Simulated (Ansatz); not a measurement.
A surface is cut from this relaxed crystal of TaN:

```yaml
crystal:
  lattice:
    - [5.19963, 0.00000, 0.00000]
    - [-2.59981, 4.50301, 0.00000]
    - [0.00000, 0.00000, 2.91036]
  atoms:
    - { symbol: Ta, position: [0.33333, 0.66667, 0.50000] }
    - { symbol: Ta, position: [0.66667, 0.33333, 0.50000] }
    - { symbol: Ta, position: [0.00000, 0.00000, 0.00000] }
    - { symbol: N, position: [0.39241, 0.00000, 0.00000] }
    - { symbol: N, position: [0.60759, 0.60759, 0.00000] }
    - { symbol: N, position: [0.00000, 0.39241, 0.00000] }
```

Miller indices refer to the conventional cell of P-62m (No. 189), a = 5.200 Å, b = 5.200 Å, c = 2.910 Å, α = 90.00°, β = 90.00°, γ = 120.00°.

The (111) slab of 18 planes, 11.3 Å thick with 15 Å of vacuum as cut; outer planes N (top) and TaN (bottom).

Level of theory: DFT r2SCAN, scalar-relativistic, plane waves, PAW (Ansatz). Plane waves to 500 eV, a k mesh through Γ of 6×6×1 on the computed 36-atom cell and Gaussian smearing (0.10 eV); no spin polarisation. The cell repeats along c with a dipole correction in the vacuum.

The work function read from the bulk's Fermi level differs by 0.32 eV, so the slab's middle doesn't match the bulk reference (too thin, or relaxed to another structure or magnetic state).

Results for the relaxed slab:

```
Surface energy (mean of both faces)   : 3.53 J/m²
Work function                         : 4.35 eV (top), 4.13 eV (bottom)
Dipole of the slab along +c, per cell : -0.04 e·Å
```

Relaxation lowers the energy by 0.881 J/m² a face; the largest move is 1.157 Å.

```csv
plane (bottom to top),atoms,"spacing to next, bulk (Å)",relaxed (Å),change (%),rumpling (Å)
1,Ta2N2,1.074,1.015,-5.5,0.299
2,Ta,0.417,0.378,-9.5,0.000
3,N,0.448,0.494,+10.2,0.000
4,Ta2N2,1.074,0.990,-7.8,0.164
5,Ta,0.417,0.495,+18.6,0.000
6,N,0.448,0.441,-1.5,0.000
7,Ta2N2,1.074,1.082,+0.8,0.219
8,Ta,0.417,0.428,+2.6,0.000
9,N,0.448,0.416,-7.0,0.000
10,Ta2N2,1.074,1.128,+5.1,0.230
11,Ta,0.417,0.404,-3.1,0.000
12,N,0.448,0.401,-10.4,0.000
13,Ta2N2,1.074,1.187,+10.5,0.162
14,Ta,0.417,0.104,-75.2,0.000
15,N,0.448,0.686,+53.1,0.000
16,Ta2N2,1.074,0.983,-8.4,0.206
17,Ta,0.417,0.513,+23.0,0.000
18,N,,,,0.000
```

Spin-orbit coupling is left out, which matters for the bands of heavy elements.